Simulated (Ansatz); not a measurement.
Relaxed bulk Re:

Space group Fm-3m (No. 225). a = 3.881 Å, b = 3.881 Å, c = 3.881 Å, α = 90.00°, β = 90.00°, γ = 90.00°
```
atom site symmetry x y z
  Re    4a m-3m  0.0000  0.0000  0.0000
```

Miller indices refer to the conventional cell of Fm-3m (No. 225), a = 3.881 Å, b = 3.881 Å, c = 3.881 Å, α = 90.00°, β = 90.00°, γ = 90.00°.

Consider the (111) slab of 5 planes, 9.0 Å thick with 15 Å of vacuum as cut; outer planes Re (top) and Re (bottom), all atoms relaxed.

Theory: DFT PBEsol, scalar-relativistic, plane waves, PAW in Ansatz. Settings: cutoff 420 eV, Γ-centred mesh 15×15×1 on the computed 5-atom cell, Gaussian smearing of 0.10 eV; no spin polarisation. A dipole correction removes the field between periodic images along c.

**Question.** Predict the surface energy (mean of both faces).

**Answer.** 2.78 J/m².

**Question.** Predict the work function.

**Answer.** 5.19 eV.

**Question.** The top two planes lie 2.240 Å apart in the bulk. How does relaxation change this?

**Answer.** The spacing becomes 2.119 Å (-5.4 %).

Spin-orbit coupling is left out, which matters for the bands of heavy elements.

The reference crystal is the fcc form of Re, which isn't its usual structure.